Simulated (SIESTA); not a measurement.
CuO (Tenorite) under changes of volume

One of the cells (10.135 Å³/atom); the others are scaled copies at fixed shape and fractional positions:

```xyz
4
Lattice="2.3418 -1.7113 0.0000 2.3418 1.7113 0.0000 -0.8500 0.0000 5.0579" Properties=species:S:1:pos:R:3 pbc="T T T"
Cu    0.7459   -0.8557    2.5289
Cu    1.1709    0.8557    0.0000
O     1.7043    0.2793    3.7934
O     2.1293   -0.2793    1.2645
```

| Property | Result |
| --- | --- |
| Program | SIESTA 5.4.2 |
| Functional | PBE |
| Potentials or basis | PseudoDojo 0.4 standard (PBE files) |
| Basis | TZDP (energy shift 0.01 Ry) |
| Grid cutoff | 800 Ry |
| Energy shift | 0.01 Ry |
| k mesh | 10 × 10 × 5 |
| Occupations | fermi-dirac, width 0.05 eV |
| Spin | no spin polarisation |

| volume (Å³/atom) | energy over the lowest point (meV/atom) | pressure (GPa) | largest force (eV/Å) |
| --- | --- | --- | --- |
| 9.527 | 46.85 | 18.8 | 0.111 |
| 9.730 | 26.40 | 13.7 | 0.026 |
| 9.932 | 12.14 | 9.0 | 0.055 |
| 10.135 | ? | ? | ? |
| 10.338 | 0.00 | 1.0 | 0.195 |
| 10.540 | 0.89 | -2.3 | 0.260 |
| 10.743 | 5.84 | -5.4 | 0.319 |

Problem. What does the run at 10.135 Å³/atom give?

Solution. Energy over the lowest point 3.57 meV/atom; pressure 4.7 GPa; largest force 0.129 eV/Å.

Worked out: A Birch-Murnaghan fit of order 3 (a polynomial in V^(-2/3)) to the other rows has its minimum at 10.39 Å³/atom with B0 = V·E''(V) = 177 GPa and B' = 4.6 at fixed shape and positions, which overstates the stiffness. It gives 3.56 meV/atom at 10.135 Å³/atom, against the run's 3.57, and -dE/dV = 4.7 GPa, against 4.7.

Energies are extrapolated to zero smearing.

Caveats: semicore shells carry a single zeta, which can move pressures by several GPa and volumes by a few percent; the basis of atomic orbitals isn't converged, which shifts pressures, moduli and gaps; the run has no spin polarisation, though such a crystal can be magnetic.
